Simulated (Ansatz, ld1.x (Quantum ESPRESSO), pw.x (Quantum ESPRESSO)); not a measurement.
## pw.x on sc Mg: one setting changed

Potential: PAW, ld1.x (Quantum ESPRESSO) 7.5, PBE; core [He], reference 2s2 2p6 3s2 3p0; waves: 2s (bound): rcut 0.95, rcutus 1.10 bohr; 3s (bound): rcut 0.95, rcutus 1.10 bohr; 2p (bound): rcut 1.05, rcutus 1.25 bohr; 3p (bound, empty): rcut 1.05, rcutus 1.25 bohr; 3d channel at -0.1 Ry: rcut 0.85, rcutus 1.15 bohr; local part: all-electron potential smoothed inside 0.90 bohr (lloc = -1); core correction: Bessel-smoothed model core inside 0.80 bohr; augmentation: BESSEL, radius 0.80 bohr.

The reference run (k-mesh 11³, cutoffs 110/880 Ry, Fermi–Dirac 0.01 Ry, mixing_beta 0.4, conv_thr 1e-9, no spin) gives -0.13 GPa at 27.792 Å³/atom, where all-electron LAPW gives -0.17 GPa. This run, with its own iteration cap, changes k-mesh shift to 1.

```
&control
  calculation='scf', prefix='x', pseudo_dir='./', outdir='./tmp', tstress=.true., disk_io='none'
/
&system
  ibrav=0, nat=1, ntyp=1, ecutwfc=110, ecutrho=880, nbnd=12,
  occupations='smearing', smearing='fd', degauss=0.01
/
&electrons
  conv_thr=1e-09, mixing_beta=0.4, electron_maxstep=60
/
ATOMIC_SPECIES
Mg 1.0 Mg.UPF
CELL_PARAMETERS angstrom
  3.02905110 0.00000000 0.00000000
  0.00000000 3.02905110 0.00000000
  0.00000000 0.00000000 3.02905110
ATOMIC_POSITIONS crystal
Mg 0.0000 0.0000 0.0000
K_POINTS automatic
11 11 11 1 1 1
```

```bash
pw.x < Mg.scf.in > Mg.scf.out
```

**Question.** How does the run end?

**Answer.** It converges in 8 iterations; the free energy moves by +7.3 meV/atom and the pressure by +0.01 GPa.

```
Message from routine setup:
     using ibrav=0 with symmetry is DISCOURAGED, use correct ibrav instead
     lattice parameter (alat)  =       5.7241  a.u.
     unit-cell volume          =     187.5497 (a.u.)^3
     number of electrons       =        10.00
     number of Kohn-Sham states=           12
     kinetic-energy cutoff     =     110.0000  Ry
     charge density cutoff     =     880.0000  Ry
     scf convergence threshold =      1.0E-09
     Exchange-correlation= SLA  PW   PBX  PBC
     number of k points=    56  Fermi-Dirac smearing, width (Ry)=  0.0100
     iteration #  1     ecut=   110.00 Ry     beta= 0.40
     total energy              =    -141.37291763 Ry
     estimated scf accuracy    <       0.00368416 Ry
     iteration #  2     ecut=   110.00 Ry     beta= 0.40
     total energy              =    -141.37261418 Ry
     estimated scf accuracy    <       0.00116212 Ry
     iteration #  3     ecut=   110.00 Ry     beta= 0.40
     total energy              =    -141.37266022 Ry
     estimated scf accuracy    <       0.00000627 Ry
     [... 2 iterations left out ...]
     iteration #  6     ecut=   110.00 Ry     beta= 0.40
     total energy              =    -141.37267006 Ry
     estimated scf accuracy    <          9.8E-09 Ry
     iteration #  7     ecut=   110.00 Ry     beta= 0.40
     total energy              =    -141.37267006 Ry
     estimated scf accuracy    <          1.4E-09 Ry
     iteration #  8     ecut=   110.00 Ry     beta= 0.40
     the Fermi energy is     3.8425 ev
!    total energy              =    -141.37267006 Ry
     estimated scf accuracy    <          9.2E-10 Ry
     smearing contrib. (-TS)   =      -0.00234053 Ry
     convergence has been achieved in   8 iterations
          total   stress  (Ry/bohr**3)                   (kbar)     P=       -1.14
     Message from routine punch:
     Nothing written, as per user request (disk_io='none')
```

The run took about 32 s on one core of a shared host (AMD EPYC 7R43 64-Core Processor, 256 threads, 1004 GiB, load 79).
